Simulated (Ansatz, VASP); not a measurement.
## One calculation of Zr5H2, two programs

File INCAR:

```
PREC = Accurate ; ENCUT = 520
EDIFF = 1E-6 ; ISMEAR = 0
SIGMA = 0.1 ; LREAL = F
LASPH = T ; NELM = 100
ALGO = Fast ; ISIF = 2
LWAVE = F ; LCHARG = T
LDIPOL = T ; IDIPOL = 3
DIPOL = 0.5 0.5 0.306 ; GGA = PE
LELF = T ; LVHAR = T
LVACPOTAV = T ; NBANDS = 40
```

The input KPOINTS:

```
Automatic mesh
0
Gamma
  6 6 1
```

POSCAR

```
Zr5H2
1.0
    5.0551939858      0.0000000000      0.0000000000
   -2.5275969929      4.3779264128      0.0000000000
    0.0000000000      0.0000000000     21.8720672789
Zr H
5 2
Direct
    0.6666666667      0.3333333333      0.1828816613
    0.3333333333      0.6666666667      0.2300599704
    0.0000000000      0.0000000000      0.2702766909
    0.6666666667      0.3333333333      0.3062297178
    0.3333333333      0.6666666667      0.3599141855
    0.1820059839      0.8179940161      0.3951189053
    0.4846606828      0.5153393172      0.3951189053
```

Input for Ansatz:

```yaml
crystal:
  lattice:
    - [5.0551939858, 0.0, 0.0]
    - [-2.5275969929, 4.3779264128, 0.0]
    - [0.0, 0.0, 21.8720672789]
  atoms:
    - { symbol: Zr, position: [0.6666666667, 0.3333333333, 0.1828816613] }
    - { symbol: Zr, position: [0.3333333333, 0.6666666667, 0.2300599704] }
    - { symbol: Zr, position: [0.0, 0.0, 0.2702766909] }
    - { symbol: Zr, position: [0.6666666667, 0.3333333333, 0.3062297178] }
    - { symbol: Zr, position: [0.3333333333, 0.6666666667, 0.3599141855] }
    - { symbol: H, position: [0.1820059839, 0.8179940161, 0.3951189053] }
    - { symbol: H, position: [0.4846606828, 0.5153393172, 0.3951189053] }
basis:
  ecutwfc: 420
kpoints:
  mp_grid: { grid: [6, 6, 1] }
hamiltonian:
  xc: pbe
scf:
  occupations: { method: gaussian, width: 0.1 }
output:
  forces: true
  eigenvalues: true
efield:
  axis: 3
  dipole_correction: true
  ramp_width: 0.04
```

Alike in both runs: task single point; functional PBE; k mesh 6 × 6 × 1; occupations gaussian, width 0.1 eV; no spin polarisation.

|  | VASP | Ansatz |
| --- | --- | --- |
| version | VASP 6.6.1 | Ansatz 0.2.0 |
| potentials or method | VASP PAW PBE potentials, release 64 (Zr_sv, H) | scalar-relativistic, plane waves, PAW |
| plane-wave cutoff (eV) | 520 | 420 |
| valence electrons in the cell | 62 | 62 |

|  | VASP | Ansatz | Ansatz less VASP |
| --- | --- | --- | --- |
| gap on the k mesh at the Fermi level (eV) | none | none | - |
| rms of the force components (eV/Å) | 2.241 | 2.226 | -0.0151 |
| work function, face that differs most (eV) | 3.29 | 3.29 | +0.001 |

Atom by atom the forces differ by 0.016 eV/Å (rms over components). A gap of «none» marks a metal or a gap that the smearing closes.
